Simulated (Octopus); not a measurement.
## GaN under changes of volume

One of the cells (11.444 Å³/atom); the others are scaled copies at fixed shape and fractional positions:

```
Ga N
1.0
     0.00000    2.25350    2.25350
     2.25350    0.00000    2.25350
     2.25350    2.25350    0.00000
Ga N
1 1
Direct
  0.00000 0.00000 0.00000
  0.25000 0.25000 0.25000
```

The cell is a database's computed one.

| Property | Result |
| --- | --- |
| Program | Octopus 16.4 |
| Functional | PBEsol |
| Potentials or basis | pseudodojo_pbesol (PseudoDojo 0.4, PBEsol) |
| Grid spacing | 0.133 Å |
| k mesh | 10 × 10 × 10 |
| Occupations | fermi-dirac, width 0.05 eV |
| Spin | no spin polarisation |

```csv
volume (Å³/atom),energy over the lowest point (meV/atom),gap on the mesh (eV)
10.757,19.93,2.10
10.986,6.22,1.97
11.215,0.00,1.83
11.444,0.78,1.70
11.673,?,?
11.902,16.14,1.45
12.131,29.84,1.33
```

Q: What does the run at 11.673 Å³/atom give?

A: Energy over the lowest point 6.53 meV/atom; gap on the mesh 1.58 eV.

Worked out: A Birch-Murnaghan fit of order 3 (a polynomial in V^(-2/3)) to the other rows has its minimum at 11.31 Å³/atom with B0 = V·E''(V) = 204 GPa (rough, since the energies scatter). It gives 6.25 meV/atom at 11.673 Å³/atom, against the run's 6.53. A straight line through the other rows of the gap, of slope -6.43 eV per unit of ln V (its deformation potential), gives 1.58 eV, against the run's 1.58.

Energies are extrapolated to zero smearing.

Spin-orbit coupling on Ga is left out.
